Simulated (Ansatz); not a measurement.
The cell is AlGa₂As₃ as one 6-atom ordering (Imm2) on the zincblende lattice; cell and atoms were relaxed with r2SCAN. Space group Imm2 (No. 44), orthorhombic; a = 4.011 Å, b = 12.033 Å, c = 5.670 Å in the conventional setting, 22.80 Å³ an atom. Around Al lie 4 As at 2.45–2.46 Å; around As lie 2 Al at 2.45 Å and 2 Ga at 2.46 Å; around Ga lie 4 As at 2.45–2.46 Å; around As lie 3 Ga at 2.45–2.46 Å and 1 Al at 2.46 Å.

The questions ask for values computed with the PAW code Ansatz on this geometry. Note: simulated data, non-magnetic, for a generated structure that need not be the stable one.

Given (8×8×8 mesh): The r2SCAN gap is direct at Γ: 1.47 eV.

Question: Estimate the gap with PBE+SOC on 8×8×8.

Answer: The PBE+SOC gap is direct at Γ: 0.84 eV. Spin-orbit coupling itself accounts for -0.10 eV. The gap differs by -0.63 eV from r2SCAN's.

Question: Estimate the gap with HSE06 on 4×4×4.

Answer: HSE06 gives a direct gap of 1.83 eV at Γ. The gap differs by +0.36 eV from r2SCAN's.

Question: Roughly how does the cost of the PBE+SOC run (8×8×8) compare with r2SCAN's (8×8×8)?

Answer: About 5 times as much (8 core-minutes against 110 core-seconds, on 4 threads of Arm Neoverse V2, on a shared host).

Only the levels marked +SOC include spin-orbit coupling.
